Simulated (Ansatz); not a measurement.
## Be3S2: rattling a relaxed structure

The structure comes from a generated guess, relaxed at this level; another structure or a mixture of phases may lie lower.

Method: DFT PBE, scalar-relativistic, plane waves, PAW (Ansatz 0.2.0). Settings: cutoff 420 eV, Γ-centred mesh 12×12×12 on the computed 5-atom cell, Gaussian smearing of 0.10 eV; no spin polarisation.

The cell below (5 atoms, space group Imm2 (No. 44)) is relaxed within its symmetry.

```yaml
crystal:
  lattice:
    - [-1.68862, 3.87326, 3.07188]
    - [1.68862, -3.87326, 3.07188]
    - [1.68862, 3.87326, -3.07188]
  atoms:
    - { symbol: Be, position: [0.53055, 0.03055, 0.50000] }
    - { symbol: Be, position: [0.24633, 0.40835, 0.83797] }
    - { symbol: Be, position: [0.57038, 0.40835, 0.16203] }
    - { symbol: S, position: [0.83056, 0.07605, 0.75451] }
    - { symbol: S, position: [0.32154, 0.07605, 0.24549] }
```

For the test a repeat of it with 10 atoms (edges 5.22, 5.22, 6.75 Å) was strained at random (σ = 1.5 % a component), the atoms were moved at random (σ = 0.10 Å), and all was relaxed again on a coarse 4×4×4 mesh (in the run’s order of axes) with 0.20 eV smearing, with no symmetry imposed.

Question: Is the structure stable against such a distortion?

Answer: It returns, within 1 meV/atom of the unmoved cell on that mesh and with the same symmetry when read at 0.1 Å. So it is stable against the distortions that fit this cell and that this random move excites. Modes that don't fit the cell aren't tested.
